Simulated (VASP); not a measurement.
## InSb in VASP 6.6.1, single-point calculation

INCAR

```
ISIF = 2
EDIFF = 1E-7
GGA = PE
LCHARG = .FALSE.
ISMEAR = 1
SIGMA = 0.5
PREC = Accurate
LASPH = .TRUE.
NBANDS = 16
IBRION = -1
NELECT = 19
NSW = 0
ENCUT = 520
NELM = 88
LWAVE = .FALSE.
LREAL = .FALSE.
```

KPOINTS

```
KPOINTS created by Atomic Simulation Environment
0
Gamma
6 6 6
0 0 0
```

POSCAR

```
In Sb
 1.0000000000000000
     0.0000000000000000    3.1811276270000000    3.3754891042000001
     3.1811276270000000    0.0000000000000000    3.3754891042000001
     3.1811276270000000    3.1811276270000000    0.0000000000000000
 In  Sb
   1   1
Cartesian
  0.0000000000000000  0.0000000000000000  0.0000000000000000
  1.5905638135000004  1.5905638135000004  1.6877445521000001
```

The recommended PBE PAW datasets give the neutral cell 18 valence electrons.

Command

```
mpirun -np 1 vasp_std
```

OSZICAR

```
N       E                     dE             d eps       ncg     rms          rms(c)
DAV:   1     0.123815600232E+03    0.12382E+03   -0.82292E+03   968   0.116E+03
DAV:   2     0.690945422163E+01   -0.11691E+03   -0.11405E+03  1032   0.290E+02
DAV:   3    -0.499907635704E+00   -0.74094E+01   -0.73421E+01  1264   0.758E+01
DAV:   4    -0.703120214202E+00   -0.20321E+00   -0.20316E+00  1232   0.141E+01
DAV:   5    -0.713164110680E+00   -0.10044E-01   -0.10044E-01  1456   0.258E+00    0.469E+00
DAV:   6    -0.621152002131E+00    0.92012E-01   -0.57264E-01  1040   0.369E+00    0.275E+00
DAV:   7    -0.601416712628E+00    0.19735E-01   -0.88843E-02  1312   0.305E+00    0.117E+00
DAV:   8    -0.598906737691E+00    0.25100E-02   -0.46284E-03  1320   0.499E-01    0.386E-01
DAV:   9    -0.598969267448E+00   -0.62530E-04   -0.62934E-04  1296   0.224E-01    0.137E-01
DAV:  10    -0.599046839278E+00   -0.77572E-04   -0.69645E-05  1112   0.693E-02    0.237E-02
DAV:  11    -0.599052001524E+00   -0.51622E-05   -0.69110E-06  1280   0.158E-02    0.687E-03
DAV:  12    -0.599055387304E+00   -0.33858E-05   -0.46362E-06  1136   0.164E-02    0.410E-03
DAV:  13    -0.599055249571E+00    0.13773E-06   -0.11809E-07  1056   0.361E-03    0.766E-04
DAV:  14    -0.599055172279E+00    0.77293E-07   -0.28988E-08   768   0.139E-03
   1 F= -.59905517E+00 E0= -.58907491E+00  d E =-.299408E-01
```

From OUTCAR

```
k-points           NKPTS =     30   k-points in BZ     NKDIM =     30   number of bands    NBANDS=     16

   NELECT =      19.0000    total number of electrons

   dimension x,y,z NGX =    36 NGY =   36 NGZ =   36
   dimension x,y,z NGXF=    72 NGYF=   72 NGZF=   72

  energy-cutoff  :      520.00
  volume of cell :       68.32
      direct lattice vectors                 reciprocal lattice vectors
     0.000000000  3.181127627  3.375489104    -0.157176969  0.157176969  0.148126682
     3.181127627  0.000000000  3.375489104     0.157176969 -0.157176969  0.148126682
     3.181127627  3.181127627  0.000000000     0.157176969  0.157176969 -0.148126682

 k-points in reciprocal lattice and weights: KPOINTS created by Atomic Simulation Env
   0.00000000  0.00000000  0.00000000       0.005
   0.16666667  0.00000000  0.00000000       0.037
   0.33333333  0.00000000  0.00000000       0.037
   0.50000000 -0.00000000  0.00000000       0.019
   0.16666667  0.16666667  0.00000000       0.009
   0.33333333  0.16666667  0.00000000       0.037
   0.50000000  0.16666667  0.00000000       0.037
  -0.33333333  0.16666667  0.00000000       0.037
   ...

 E-fermi :   6.5540

 k-point     1 :       0.0000    0.0000    0.0000
  band No.  band energies     occupation
      1      -9.4639      2.00000
      2      -9.4639      2.00000
      3      -9.4579      2.00000
      4      -9.3862      2.00000
      5      -9.3648      2.00000
      6      -5.8121      2.00000
      7       4.6510      2.00000
      8       4.6956      2.00000
      9       5.0045      2.00011
     10       5.0045      2.00011
     11       7.7250     -0.00455
     12       7.7250     -0.00455
     13       7.8384     -0.00169
     14      10.0608     -0.00000
     15      12.4689     -0.00000
     16      12.6228     -0.00000

 k-point     2 :       0.1667    0.0000    0.0000
  band No.  band energies     occupation
      1      -9.4758      2.00000
      2      -9.4584      2.00000
      3      -9.4531      2.00000
      4      -9.3856      2.00000
      5      -9.3658      2.00000
      6      -5.5595      2.00000
      7       2.4106      2.00000
      8       4.4277      2.00000
      9       4.6916      2.00000
     10       5.7860      2.05206
     11       8.1036     -0.00011
     12       8.2075     -0.00003
     13       8.5418     -0.00000
     14      11.1775     -0.00000
     15      11.7301     -0.00000
     16      12.1685     -0.00000

 k-point     3 :       0.3333    0.0000    0.0000
  band No.  band energies     occupation
      1      -9.5010      2.00000
      2      -9.4483      2.00000
      3      -9.4438      2.00000
      4      -9.3821      2.00000
      5      -9.3671      2.00000
      6      -4.9020      2.00000
      7       0.2429      2.00000
      8       3.8932      2.00000
      9       4.2553      2.00000
     10       5.4217      2.00621
     11       8.4581     -0.00000
     12       8.6840     -0.00000
     13      10.3999     -0.00000
     14      11.0935     -0.00000
     15      12.3583     -0.00000
     16      12.4986     -0.00000

 ...

  Total       12.2271358     12.2271358     12.6985387      0.0000000     -0.0000000      0.0000000
  in kB      286.7519801    286.7519801    297.8073669      0.0000000     -0.0000000      0.0000000
  external PRESSURE =     290.4371090 kB  Pullay stress =       0.0000000 kB

 POSITION                                       TOTAL-FORCE (eV/Angst)
 -----------------------------------------------------------------------------------
      0.00000      0.00000      0.00000        -0.000000     -0.000000     -0.000000
      1.59056      1.59056      1.68774         0.000000      0.000000      0.000000
 -----------------------------------------------------------------------------------
    total drift:                               -0.000000     -0.000000      0.000000

  FREE ENERGIE OF THE ION-ELECTRON SYSTEM (eV)
  ---------------------------------------------------
  free  energy   TOTEN  =        -0.5990551723 eV

  energy  without entropy=       -0.5691143965  energy(sigma->0) =       -0.58907491
```

It converged. Results: pressure 29.0 GPa.

The cell is charged and sits in a uniform background.

For comparison, a separate PBE run of the intended cell, on usual settings and not on those above, gives a gap of 0.00 eV on its mesh and a pressure of 2.9 GPa.

The run above took about 37 s on one core of a shared host (Intel Xeon Platinum 8488C) and held 0.21 GiB at most.
